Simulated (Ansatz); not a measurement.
SnSe2:

```
Sn Se
1.0
     3.81100    0.00000    0.00000
    -1.90550    3.30042    0.00000
     0.00000    0.00000    6.13600
Sn Se
1 2
Cartesian
  0.0000 0.0000 0.0000
  1.9055 1.1001 4.6081
  0.0000 2.2003 1.5279
```

| Quantity | Value |
| --- | --- |
| Program | Ansatz 0.2.0 |
| Task | relaxation of cell and atoms |
| Functional | PBEsol |
| Dispersion | D3(BJ)-ATM |
| Potentials or basis | Ansatz PAW |
| Cutoff | 420 eV (not typed: the program's choice for these potentials) |
| k mesh | 8 × 8 × 5 |
| Occupations | fermi-dirac, width 0.05 eV |
| Spin | no spin polarisation |

At the start: volume 25.73 Å³/atom.

Q: Where does the relaxation end?

A: It ends after 6 steps and the volume is 24.08 Å³/atom (-6.4 %); space group P-3m1 (No. 164, to 0.05 Å).

Step by step:
```tsv
step	energy change (eV)	largest force (eV/Å)	volume (Å³)
1	0.0000	0.6135	77.18
2	-0.0582	0.0190	74.73
3	-0.0688	0.0020	72.58
4	-0.0707	0.0041	72.03
5	-0.0709	0.0024	72.24
6	-0.0699	0.0019	72.24
```

Final structure:
```
Sn Se
1.0
     3.79453    0.00000    0.00000
    -1.89726    3.28616    0.00000
     0.00000    0.00000    5.79324
Sn Se
1 2
Direct
  0.00000 0.00000 0.00000
  0.66667 0.33333 0.72626
  0.33333 0.66667 0.27374
```

Caveat: the plane-wave basis is chosen anew once the cell has moved, so the energies of steps on either side of that aren't comparable; the PAW data sets come from PBE, with cores solved anew for the run's functional, which leaves a small shift of forces and pressure.
